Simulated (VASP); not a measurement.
# Hf (P6_3/mmc) in VASP: a series of runs

Runs on Hf. Level: PBEsol. Tasks: single point, relaxation of cell and atoms.

All numbers are computed with VASP 6.6.1; they aren't measurements. Logs are shortened: lines on timing, memory, paths and dates and some standing lists are left out, and cuts for length are marked.

## (1) The crystal as given

Symmetry: P6_3/mmc, No. 194, hexagonal system. The conventional cell has a = 3.192 Å, b = 3.192 Å, c = 5.045 Å, α = 90.00°, β = 90.00°, γ = 120.00°. Hf (site symmetry -6m2) has 12 Hf at 3.12 to 3.19 Å as nearest neighbours.

## (2) Single point, PBEsol

INCAR reads:

```
ALGO     = Normal         # electronic algorithm
EDIFF    = 1E-6           # SCF threshold, eV
ENCUT    = 520            # plane-wave cutoff, eV
GGA      = PS             # functional
ISIF     = 2              # what is computed and relaxed
ISMEAR   = 0              # smearing method
LASPH    = True           # aspherical terms in the spheres
LCHARG   = False          # write CHGCAR
LREAL    = False          # projectors in reciprocal space
LWAVE    = False          # write WAVECAR
NELM     = 80             # most SCF steps
PREC     = Accurate       # precision mode
SIGMA    = 0.1            # smearing width, eV
```

KPOINTS reads:

```
k-points
0
Gamma
  15 15 8
```

POSCAR reads:

```
Hf
1.0
    3.1923846300      0.0000000000      0.0000000000
   -1.5961923200      2.7646861900      0.0000000000
    0.0000000000      0.0000000000      5.0450416400
Hf
2
Direct
    0.3333333300      0.6666666700      0.2500000000
    0.6666666700      0.3333333300      0.7500000000
```

Potentials or basis: VASP PAW PBE potentials, release 64 (Hf_pv).

The run is started by

```
> cat potpaw_PBE.64/Hf_pv/POTCAR > POTCAR
> mpirun -np 1 vasp_std > vasp.out
```

OUTCAR:

```text
EDIFF = 1E-6
   ENCUT = 520
   GGA = PS
   ISIF = 2
   ISMEAR = 0
   LASPH = True
   LREAL = False
   NELM = 80
   PREC = Accurate

 ion  position               nearest neighbor table
   1  0.333  0.667  0.250-   2 3.12   2 3.12   2 3.12   2 3.12   2 3.12   2 3.12
   2  0.667  0.333  0.750-   1 3.12   1 3.12   1 3.12   1 3.12   1 3.12   1 3.12

  LATTYP: Found a hexagonal cell.
 ALAT       =     3.1923846300
 C/A-ratio  =     1.5803364020

  Lattice vectors:

 A1 = (   3.1923846300,   0.0000000000,   0.0000000000)
 A2 = (  -1.5961923200,   2.7646861900,   0.0000000000)
 A3 = (   0.0000000000,   0.0000000000,   5.0450416400)

Analysis of symmetry for initial positions (statically):
=====================================================================
 Subroutine PRICEL returns:
 Original cell was already a primitive cell.

 Routine SETGRP: Setting up the symmetry group for a
 hexagonal supercell.

 Subroutine GETGRP returns: Found 24 space group operations
 (whereof 12 operations were pure point group operations)
 out of a pool of 24 trial point group operations.

The static configuration has the point symmetry D_3d.
 The point group associated with its full space group is D_6h.

Analysis of symmetry for dynamics (positions and initial velocities):
=====================================================================
 Subroutine PRICEL returns:
 Original cell was already a primitive cell.

 Routine SETGRP: Setting up the symmetry group for a
 hexagonal supercell.

 Subroutine GETGRP returns: Found 24 space group operations
 (whereof 12 operations were pure point group operations)
 out of a pool of 24 trial point group operations.

The dynamic configuration has the point symmetry D_3d.
 The point group associated with its full space group is D_6h.

 Subroutine INISYM returns: Found 24 space group operations
 (whereof 12 operations are pure point group operations),
 and found     1 'primitive' translations

----------------------------------------------------------------------------------------

                                     Primitive cell

  volume of cell :      44.5272

  direct lattice vectors                    reciprocal lattice vectors
     3.192384630  0.000000000  0.000000000     0.313245463  0.180852353  0.000000000
    -1.596192320  2.764686190  0.000000000     0.000000000  0.361704704  0.000000000
     0.000000000  0.000000000  5.045041640     0.000000000  0.000000000  0.198214419

  length of vectors
     3.192384630  3.192384634  5.045041640     0.361704704  0.361704704  0.198214419

  position of ions in fractional coordinates (direct lattice)
     0.333333330  0.666666670  0.250000000
     0.666666670  0.333333330  0.750000000

  ion indices of the primitive-cell ions
   primitive index   ion index
                 1           1
                 2           2

----------------------------------------------------------------------------------------

 KPOINTS: k-points

Automatic generation of k-mesh.
 Grid dimensions read from file:
 generate k-points for:   15   15    8

 Generating k-lattice:

  Cartesian coordinates                     Fractional coordinates (reciprocal lattice)
     0.020883031  0.012056824  0.000000000     0.066666667 -0.000000000  0.000000000
     0.000000000  0.024113647  0.000000000     0.000000000  0.066666667  0.000000000
     0.000000000  0.000000000  0.024776802     0.000000000  0.000000000  0.125000000

  Length of vectors
     0.024113647  0.024113647  0.024776802

  Shift w.r.t. Gamma in fractional coordinates (k-lattice)
     0.000000000  0.000000000  0.000000000

 Subroutine IBZKPT returns following result:
 ===========================================

 Found    135 irreducible k-points:

 Following reciprocal coordinates:
            Coordinates               Weight
  0.000000  0.000000  0.000000      1.000000
  0.066667  0.000000  0.000000      6.000000
  0.133333  0.000000  0.000000      6.000000
  0.200000  0.000000  0.000000      6.000000
  0.266667  0.000000  0.000000      6.000000
  0.333333  0.000000  0.000000      6.000000
[... 16 lines left out ...]
  0.333333  0.200000  0.000000     12.000000
  0.400000  0.200000  0.000000      6.000000
 [... further k-points ...]
   k-points           NKPTS =    135   k-points in BZ     NKDIM =    135   number of bands    NBANDS=     14
   number of dos      NEDOS =    301   number of ions     NIONS =      2
   total plane-waves  NPLWV =  23040
   dimension x,y,z NGX =    24 NGY =   24 NGZ =   40
   dimension x,y,z NGXF=    48 NGYF=   48 NGZF=   80
   ions per type =               2
   NGX,Y,Z   is equivalent  to a cutoff of  12.50, 12.50, 13.18 a.u.
   NGXF,Y,Z  is equivalent  to a cutoff of  25.00, 25.00, 26.36 a.u.
 SYSTEM =  unknown system
   PREC   = accura    normal or accurate (medium, high low for compatibility)
   ISTART =      0    job   : 0-new  1-cont  2-samecut
   ICHARG =      2    charge: 1-file 2-atom 10-const
   ISPIN  =      1    spin polarized calculation?
   LNONCOLLINEAR =      F non collinear calculations
   LSORBIT =      F    spin-orbit coupling
   LASPH  =      T    aspherical Exc in radial PAW
   ENCUT  =  520.0 eV  38.22 Ry    6.18 a.u.   5.94  5.94  9.38*2*pi/ulx,y,z
   NELM   =     80;   NELMIN=  2; NELMDL= -5     # of ELM steps
   EDIFF  = 0.1E-05   stopping-criterion for ELM
   LREAL  =      F    real-space projection
   EDIFFG = 0.1E-04   stopping-criterion for IOM
   NSW    =      0    number of steps for IOM
   IBRION =     -1    ionic relax: 0-MD 1-quasi-New 2-CG
   NFREE  =      0    steps in history (QN), initial steepest desc. (CG)
   ISIF   =      2    stress and relaxation
   ISYM   =      2    0-nonsym 1-usesym 2-fastsym
   POTIM  = 0.5000    time-step for ionic-motion
   TEBEG  =    0.0;   TEEND  =   0.0 temperature during run
   PSTRESS=    0.0 pullay stress
   NELECT =      20.0000    total number of electrons
   NUPDOWN=      -1.0000    fix difference up-down
   EMIN   =  10.00;   EMAX   =-10.00  energy-range for DOS
   EFERMI =   0.00;   METHOD = LEGACY
   ISMEAR =     0;   SIGMA  =   0.10  broadening in eV -4-tet -1-fermi 0-gaus
   EFERMI_NEDOS =   21; number of points for ismear=-14 and -15
   IALGO  =     38    algorithm
   IMIX   =      4    mixing-type and parameters
     AMIX     =   0.40;   BMIX     =  1.00
     AMIX_MAG =   1.60;   BMIX_MAG =  1.00
  volume/ion in A,a.u.               =      22.26       150.24
  Fermi-wavevector in a.u.,A,eV,Ry     =   1.253746  2.369236 21.386713  1.571879
  Thomas-Fermi vector in A             =   2.387584
   LORBIT       =      0    0 simple, 1 ext, 2 COOP (PROOUT), +10 PAW based schemes
   GGA     = PS    functional components
   LHFCALC =     F    Hartree Fock is set to
   AEXX    =    0.0000 exact exchange contribution
   IVDW    =     0    specifies the selected vdW correction
   LEPSILON=     F    determine dielectric tensor
   LRPA    =     F    only Hartree local field effects (RPA)
 non-spin polarized calculation
 Gauss-broadening in eV      SIGMA  =   0.10
  energy-cutoff  :      520.00
  volume of cell :       44.53
 maximum number of plane-waves:      1236
 NGX is ok and might be reduce to    24
   NGX = 11   NGY = 11   NGZ = 19

 number of electron      20.0000003 magnetization

 Free energy of the ion-electron system (eV)
  ---------------------------------------------------
  ext. energy  EPLUGINS =         0.00000000
  ---------------------------------------------------
  free energy    TOTEN  =       -20.99369066 eV

  energy without entropy =      -20.98626110  energy(sigma->0) =      -20.98997588

 E-fermi :   4.7995     XC(G=0): -11.4134

 val. band max:        4.7871094738   @ k =   0.3333   0.2667   0.3750
 cond. band min:       4.8028766081   @ k =   0.1333   0.0667   0.2500
 fundamental gap:      0.0157671343
 Fermi energy:         4.7994982403

 k-point     1 :       0.0000    0.0000    0.0000
  band No.  band energies     occupation
      1     -26.2391      2.00000
      2     -25.4758      2.00000
      3     -25.4758      2.00000
      4     -25.3494      2.00000
      5     -25.3441      2.00000
      6     -25.3441      2.00000
      7      -2.6115      2.00000
      8       1.0645      2.00000
      9       5.4882      0.00000
     10       5.9587      0.00000
     11       5.9587      0.00000
     12       6.2490      0.00000
     13       6.7866      0.00000
     14       6.7866      0.00000

 k-point     2 :       0.0667    0.0000    0.0000
  band No.  band energies     occupation
      1     -26.2273      2.00000
      2     -25.5009      2.00000
      3     -25.4843      2.00000
      4     -25.3708      2.00000
      5     -25.3548      2.00000
      6     -25.3474      2.00000
      7      -2.4757      2.00000
      8       1.1991      2.00000
      9       5.3025      0.00000
     10       5.5899      0.00000
     11       6.0863      0.00000
     12       6.5289      0.00000
     13       6.6469      0.00000
     14       6.9077      0.00000

 k-point     3 :       0.1333    0.0000    0.0000
  band No.  band energies     occupation
      1     -26.1929      2.00000
      2     -25.5721      2.00000
      3     -25.5078      2.00000
      4     -25.4448      2.00000
      5     -25.3713      2.00000
      6     -25.3573      2.00000
      7      -2.0810      2.00000
      8       1.5761      2.00000
      9       4.8216      0.75511
     10       5.0370      0.00078
     11       6.2421      0.00000
     12       6.4649      0.00000
     13       6.8713      0.00000
     14       6.9594      0.00000
[... 324 lines left out ...]
 k-point    23 :       0.3333    0.2000    0.0000
  band No.  band energies     occupation
      1     -25.9790      2.00000
      2     -25.8569      2.00000
      3     -25.8358      2.00000
      4     -25.7290      2.00000
      5     -25.5979      2.00000
      6     -25.5569      2.00000
      7       1.9227      2.00000
      8       2.6858      2.00000
      9       2.9018      2.00000
     10       3.5761      2.00000
     11       5.1233      0.00000
     12       5.6008      0.00000
     13       6.4225      0.00000
     14       9.4201      0.00000

 k-point    24 :       0.4000    0.2000    0.0000
  band No.  band energies     occupation
      1     -25.9973      2.00000
      2     -25.8500      2.00000
      3     -25.8037      2.00000
      4     -25.7568      2.00000
      5     -25.6247      2.00000
      6     -25.5661      2.00000
      7       2.2052      2.00000
      8       2.6229      2.00000
      9       2.8193      2.00000
     10       3.5747      2.00000
     11       5.1746      0.00000
     12       5.4403      0.00000
     13       6.6517      0.00000
     14       9.8872      0.00000

 [... further k-points ...]

------------------------ aborting loop because EDIFF is reached ----------------------------------------

  FORCE on cell =-STRESS in cart. coord.  units (eV):
  Direction    XX          YY          ZZ          XY          YZ          ZX
  --------------------------------------------------------------------------------------
  -------------------------------------------------------------------------------------
  Total       -0.9837253     -0.9837253     -1.0233817      0.0000000      0.0000000      0.0000000
  in kB      -35.3963592    -35.3963592    -36.8232773      0.0000001      0.0000000      0.0000000
  external PRESSURE =     -35.8719986 kB  Pullay stress =       0.0000000 kB

 VOLUME and BASIS-vectors are now :
 -----------------------------------------------------------------------------
  energy-cutoff  :      520.00
  volume of cell :       44.53
      direct lattice vectors                 reciprocal lattice vectors
     3.192384630  0.000000000  0.000000000     0.313245463  0.180852353  0.000000000
    -1.596192320  2.764686190  0.000000000     0.000000000  0.361704704  0.000000000
     0.000000000  0.000000000  5.045041640     0.000000000  0.000000000  0.198214419

 POSITION                                       TOTAL-FORCE (eV/Angst)
 -----------------------------------------------------------------------------------
     -0.00000      1.84312      1.26126         0.000000      0.000000      0.000000
      1.59619      0.92156      3.78378        -0.000000     -0.000000      0.000000
 -----------------------------------------------------------------------------------
    total drift:                               -0.000002      0.000001     -0.000000

  FREE ENERGIE OF THE ION-ELECTRON SYSTEM (eV)
  ---------------------------------------------------
  free  energy   TOTEN  =       -20.9936906633 eV

  energy  without entropy=      -20.9862611006  energy(sigma->0) =      -20.98997588
```

Wall time 21 s (1 thread of Intel Xeon 6975P-C (Granite Rapids), shared host); peak memory 0.21 GiB.

What came out:

| Quantity | Value |
| --- | --- |
| Free energy | -20.9937 eV |
| Pressure | -3.6 GPa |
| Band gap on the k mesh | none (metal or under the smearing width) |

Stress tensor (GPa, compression positive):
```
-3.54  0.00  0.00
 0.00 -3.54  0.00
 0.00  0.00 -3.68
```

Caveat: the PAW data sets were made with another functional, which shifts forces and pressure a little. Spin-orbit coupling is left out, which matters for the levels of Hf.

## (3) Relaxation of cell and atoms, PBEsol

INCAR reads:

```
PREC = Accurate
ENCUT = 580
EDIFF = 1E-7
ISMEAR = 0
SIGMA = 0.1
LREAL = F
LASPH = T
NELM = 80
ALGO = Normal
ISIF = 3
LWAVE = F
LCHARG = F
GGA = PS
IBRION = 2
NSW = 90
EDIFFG = -0.005
```

KPOINTS reads:

```
Automatic mesh
0
Gamma
  15 15 8
```

POSCAR is that of step 2.

Potentials or basis: VASP PAW PBE potentials, release 64 (Hf).

The run is started by

```
> cat potpaw_PBE.64/Hf/POTCAR > POTCAR
> mpirun -np 1 vasp_std > vasp.out
```

OUTCAR:

```text
PREC = Accurate
   ENCUT = 580
   EDIFF = 1E-7
   ISMEAR = 0
   LREAL = F
   LASPH = T
   NELM = 80
   ISIF = 3
   GGA = PS
   IBRION = 2
   NSW = 90
   EDIFFG = -0.005

 ion  position               nearest neighbor table
   1  0.333  0.667  0.250-   2 3.12   2 3.12   2 3.12   2 3.12   2 3.12   2 3.12
   2  0.667  0.333  0.750-   1 3.12   1 3.12   1 3.12   1 3.12   1 3.12   1 3.12

  LATTYP: Found a hexagonal cell.
 ALAT       =     3.1923846300
 C/A-ratio  =     1.5803364020

  Lattice vectors:

 A1 = (   3.1923846300,   0.0000000000,   0.0000000000)
 A2 = (  -1.5961923200,   2.7646861900,   0.0000000000)
 A3 = (   0.0000000000,   0.0000000000,   5.0450416400)

Analysis of symmetry for initial positions (statically):
[... 375 lines left out ...]
 fundamental gap:      0.0240285615
 Fermi energy:         5.4129947485

 k-point     1 :       0.0000    0.0000    0.0000
  band No.  band energies     occupation
      1      -2.1198      2.00000
      2       1.5695      2.00000
      3       6.2438      0.00000
      4       6.5835      0.00000
      5       6.5835      0.00000
      6       6.9115      0.00000
      7       7.4606      0.00000
      8       7.4606      0.00000
[... 243 lines left out ...]
 k-point    24 :       0.4000    0.2000    0.0000
  band No.  band energies     occupation
      1       2.7785      2.00000
      2       3.1036      2.00000
      3       3.3379      2.00000
      4       4.1955      2.00000
      5       5.7795      0.00000
      6       6.0955      0.00000
      7       7.3539      0.00000
      8      10.7243      0.00000

 [... further k-points ...]

------------------------ aborting loop because EDIFF is reached ----------------------------------------

  FORCE on cell =-STRESS in cart. coord.  units (eV):
  Direction    XX          YY          ZZ          XY          YZ          ZX
  --------------------------------------------------------------------------------------
  -------------------------------------------------------------------------------------
  Total        0.0041289      0.0041289     -0.0024523     -0.0000000      0.0000000      0.0000000
  in kB        0.1542956      0.1542956     -0.0916432     -0.0000000      0.0000000      0.0000000
  external PRESSURE =       0.0723160 kB  Pullay stress =       0.0000000 kB
[... 17 lines left out ...]
  FREE ENERGIE OF THE ION-ELECTRON SYSTEM (eV)
  ---------------------------------------------------
  free  energy   TOTEN  =       -21.0816177038 eV

  energy  without entropy=      -21.0743194567  energy(sigma->0) =      -21.07796858

 reached required accuracy - stopping structural energy minimisation
```

It took 96 s on 1 thread of Intel Xeon 6975P-C (Granite Rapids), shared host; peak memory 0.22 GiB.

Results:

| Item | Value |
| --- | --- |
| Free energy | -21.0816 eV |
| Relaxed volume | 21.44 Å³/atom |
| Relaxed cell | a = 3.154 Å, b = 3.154 Å, c = 4.976 Å, α = 90.00°, β = 90.00°, γ = 120.00° |
| Space group after relaxing (to 0.05 Å) | P6_3/mmc (No. 194) |
| Energy gained by relaxing | 11.2 meV/atom |
| Ionic steps | 10 |
| Pressure after relaxing | 0.0 GPa |
| Band gap on the k mesh | none (metal or under the smearing width) |

The path:
| step | energy change (eV) | largest force (eV/Å) | pressure (GPa) | volume (Å³) |
| --- | --- | --- | --- | --- |
| 1 | 0.0000 | 0.0000 | -4.18 | 44.53 |
| 2 | 0.0147 | 0.0000 | 6.17 | 40.89 |
| 3 | -0.0224 | 0.0000 | -0.04 | 42.89 |
| 4 | -0.0224 | 0.0000 | 0.04 | 42.86 |
| 5 | -0.0224 | 0.0000 | -0.02 | 42.89 |
| 6 | -0.0224 | 0.0000 | -0.06 | 42.90 |
| 7 | -0.0224 | 0.0000 | -0.05 | 42.90 |
| 8 | -0.0224 | 0.0000 | -0.05 | 42.89 |
| 9 | -0.0224 | 0.0000 | 0.13 | 42.86 |
| 10 | -0.0225 | 0.0000 | 0.01 | 42.87 |

Final structure:
```
Hf
1.0
     3.15424    0.00000    0.00000
    -1.57712    2.73165    0.00000
     0.00000    0.00000    4.97587
Hf
2
Cartesian
  0.0000 1.8211 1.2440
  1.5771 0.9106 3.7319
```

Levels at points of the mesh, in eV from the Fermi level:
```tsv
k point	band 1	band 2	band 3	band 4	band 5	band 6	band 7	band 8
(0.00, 0.00, 0.00)	-7.53	-3.84	0.83	1.17	1.17	1.50	2.05	2.05
(0.00, 0.00, 0.50)	-5.49	-5.49	0.14	0.14	1.05	1.05	1.05	1.05
```

Caveat: the PAW data sets were made with another functional, which shifts forces and pressure a little. The run has no spin-orbit coupling, so splittings on Hf are missing.
